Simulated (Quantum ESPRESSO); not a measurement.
Runs of Quantum ESPRESSO 7.5 on InP. The structure is cubic, space group F-43m (No. 216). The conventional cell has a = 5.861 Å, b = 5.861 Å, c = 5.861 Å, α = 90.00°, β = 90.00°, γ = 90.00°. In (site symmetry -43m) has 4 P at 2.54 Å as nearest neighbours. P (site symmetry -43m) has 4 In at 2.54 Å as nearest neighbours. 

```tsv
potentials or basis	spin	cell	gap on the mesh (eV)
PseudoDojo 0.4.1 SR PBEsol standard	off	volume scaled by 0.96	0.83
PseudoDojo 0.4 FR PBEsol standard	non-collinear, zero start, SOC	as given	(b)
PseudoDojo 0.4.1 SR PBEsol standard	off	as given	0.61
PseudoDojo 0.4.1 SR PBEsol standard	off	volume scaled by 0.88	1.29
PseudoDojo 0.4.1 SR PBEsol standard	off	volume scaled by 1.08	(a)
```

Alike in all rows: task single point; level PBEsol; k mesh 4 × 4 × 4; cutoff (eV) 952; smearing fixed; the mesh is coarse, so values aren't converged.

Task: Estimate the missing entries.

Result: (a) 0.20; (b) 0.59.

Caveats: all runs use coarse meshes; spin-orbit coupling is left out, which moves the levels of the heavy elements (some runs).

A k mesh can miss the band edges, and rows without SOC leave out spin-orbit coupling on In.
